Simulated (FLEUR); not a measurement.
An input for FLEUR MaX-R8.1 (later development tree) (Nb):

The input inp.xml:

```xml
<?xml version="1.0" encoding="UTF-8" standalone="no"?>
<fleurInput fleurInputVersion="0.39">
   <comment>
      Nb                                                                                                  
   </comment>
   <calculationSetup>
      <cutoffs Kmax="5.0" Gmax="15.5" GmaxXC="15.5" numbands="all"/>
      <scfLoop itmax="50" minDistance="0.00001" maxIterBroyd="15" imix="Broyden1" alpha="0.05" precondParam="0.0" spinf="2.0" sdNocoIR="T"/>
      <coreElectrons ctail="T" frcor="F" kcrel="0" coretail_lmax="0"/>
      <xcFunctional name="wc" relativisticCorrections="F"/>
      <magnetism jspins="2"/>
      <soc l_soc="T" theta="0.9553166" phi="0.7853982" spav="F"/>
      <expertModes spex="0" secvar="F"/>
      <geometryOptimization l_f="F" forcealpha="1.0" forcemix="BFGS" epsdisp="0.00001" epsforce="0.00001"/>
      <ldaU l_linMix="F" mixParam="0.05" spinf="1.0"/>
   </calculationSetup>
   <cell>
      <bzIntegration valenceElectrons="13.0" mode="hist" fermiSmearingEnergy="0.00183747">
         <kPointListSelection listName="default-1"/>
         <!-- k-points included here -->
         <xi:include xmlns:xi="http://www.w3.org/2001/XInclude" href="kpts.xml"> </xi:include>
      </bzIntegration>
      <!-- symmetry operations included here -->
      <xi:include xmlns:xi="http://www.w3.org/2001/XInclude" href="sym.xml"> </xi:include>
      <bulkLattice scale="1.0">
         <bravaisMatrix>
            <row-1>    0.0000000000000000     3.9967707535290002     3.9967707535290002</row-1>
            <row-2>    3.9967707535290002     0.0000000000000000     3.9967707535290002</row-2>
            <row-3>    3.9967707535290002     3.9967707535290002     0.0000000000000000</row-3>
         </bravaisMatrix>
      </bulkLattice>
   </cell>
   <atomSpecies>
      <species name="Niobium (N.480" element="Nb" atomicNumber="41">
         <mtSphere radius="2.62" gridPoints="867" logIncrement="0.015"/>
         <atomicCutoffs lmax="9" lnonsphr="7"/>
         <electronConfig flipSpins="F">
            <coreConfig>(1s1/2) (2s1/2) (2p1/2) (2p3/2) (3s1/2) (3p1/2) (3p3/2) (3d3/2) (3d5/2)</coreConfig>
            <valenceConfig>(4s1/2) (4p1/2) (4p3/2) (5s1/2) (4d3/2) (4d5/2)</valenceConfig>
            <stateOccupation state="(5s1/2)" spinUp="0.5" spinDown="0.5"/>
            <stateOccupation state="(4d3/2)" spinUp="0.8" spinDown="0.8"/>
            <stateOccupation state="(4d5/2)" spinUp="1.44" spinDown="0.96"/>
         </electronConfig>
         <energyParameters s="5" p="5" d="4" f="4"/>
         <lo type="SCLO" l="0" n="4" eDeriv="0"/>
         <lo type="SCLO" l="1" n="4" eDeriv="0"/>
         <lo type="SCLO" l="1" n="4" eDeriv="1"/>
         <lo type="SCLO" l="2" n="4" eDeriv="2"/>
         <lo type="SCLO" l="3" n="4" eDeriv="2"/>
      </species>
   </atomSpecies>
   <atomGroups>
      <atomGroup species="Niobium (N.480">
         <relPos label="                   1">.0000000000 .0000000000 .0000000000</relPos>
         <force calculate="T" relaxXYZ="TTT"/>
      </atomGroup>
   </atomGroups>
   <output dos="F" band="F" slice="F">
      <checks vchk="F" cdinf="F"/>
      <bandDOS minEnergy="-.5*Htr" maxEnergy="0.5*Htr" sigma="0.015" storeEVData="T"/>
      <vacuumDOS vacdos="F" integ="F" star="F" nstars="0" locx1="0.0" locy1="0.0" locx2="0.0" locy2="0.0" nstm="0" tworkf="0.0"/>
      <unfoldingBand unfoldBand="F" supercellX="1" supercellY="1" supercellZ="1"/>
      <plotting iplot="0" polar="F">
         <plot TwoD="T" vec1="  1.0  0.0  0.0" vec2="  0.0  1.0  0.0" vec3="  0.0  0.0  1.0" zero="  0.0  0.0  0.0" file="plot"/>
      </plotting>
      <chargeDensitySlicing numkpt="0" minEigenval="0.0" maxEigenval="0.0" nnne="0" pallst="F"/>
      <specialOutput eonly="F"/>
      <moessbauerParams electricFieldGradient="T" isomerShift="T" coreHyperfine="T" valenceHyperfine="T"/>
      <magneticCircularDichroism mcd="F" energyLo="-10.0" energyUp="0.0"/>
   </output>
  <!-- We include the file relax.xml here to enable relaxations (see documentation) -->
  <xi:include xmlns:xi="http://www.w3.org/2001/XInclude" href="relax.xml"> <xi:fallback/> </xi:include>
</fleurInput>
```

Contents of crystal.txt:

```
Nb
&input cartesian=F /
0.0000000000  2.1150000000  2.1150000000
2.1150000000  0.0000000000  2.1150000000
2.1150000000  2.1150000000  0.0000000000
1.8897261246
1.0 1.0 1.0

1
41 0.0000000000  0.0000000000  0.0000000000 : 0.480

&soc 0.9553166 0.7853982 /
&kpt div1=7 div2=7 div3=7 gamma=T /
```

Potentials or basis: all-electron, FLAPW.

Run with:

```bash
$ inpgen -f crystal.txt -profile veryFastHighL
$ # inp.xml edited to the form shown
$ fleur_MPI
```

Problem. What does the program do with it?

Solution. The run stopped without a result. It printed:

Output:

```text
Welcome to FLEUR        (www.flapw.de)
      MaX-Release 8.1          (www.max-centre.eu)

 ========== k-point set info ==========
 Selected k-point list: default-1
 k-point list type: mesh
 7 x 7 x 7
 Number of k points: 60

 ------------Calculation Setup---------------------------
 Number of MPI-tasks      :            1
 Number of PE/node        :            1
 Number of OMP-threads    :            1
 Most efficient MPI parallelization for:
           1           2           3           4           5           6          10          12          15          20          30          60
 Additional eigenvalue parallelization possible
 Number of basis functions:          318
 Approximate size of matrices (H+S) per k-point:         0.002 GB
 --------------------------------------------------------
**************FLEUR-Error*****************
Error message: Broyden 1/2 method not implemented
Error from PE:0/1
*****************************************
 Last known location:
 Last timer:Mixing
 Timerstack:
 Timer:Charge Density Mixing
 Timer:Iteration
 Timer:Total Run
 *****************************************
```
